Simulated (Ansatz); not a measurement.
# CoSi2 (Fm-3m): electronic heat capacity and spin susceptibility from the density of states

All numbers below come from Ansatz, DFT PBE, scalar-relativistic, plane waves, PAW.

Plane waves to 420 eV, a k mesh through Γ of 14×14×14 on the computed 3-atom cell and Gaussian smearing (0.10 eV); no spin polarisation.

Relaxed cell: Fm-3m, a = 5.360 Å, b = 5.360 Å, c = 5.360 Å, α = 90.00°, β = 90.00°, γ = 90.00°, 3 atoms in the primitive cell.

The density of states at the Fermi level is 1.047 states/eV in the cell of 3 atoms (1 formula unit; both spins, tetrahedra on a 21×21×21 mesh).

Task: What Sommerfeld coefficient and Pauli susceptibility does this give?

Result: Per formula unit N(E_F) = 1.047 states/eV. γ = (π²/3) k_B² N(E_F) N_A = 2.357 mJ/(mol K²) per state/eV, so γ = 2.5 mJ/(mol K²), a mole of formula units. χ_P = μ_B² N(E_F) N_A = 3.23×10⁻⁵ emu/mol per state/eV gives 3.4×10⁻⁵ emu/mol. This is the bare band result: a measured γ of the same phase is as a rule larger by a factor 1 + λ from phonons and spin fluctuations, the spin part of χ is larger by the Stoner factor, and a measured χ also holds orbital and core terms. N(E_F) at one energy is sensitive to the mesh where the density of states has sharp peaks.

A ferromagnetic start lost its moments in a first run, so spin was left out; other magnetic orders weren't tried.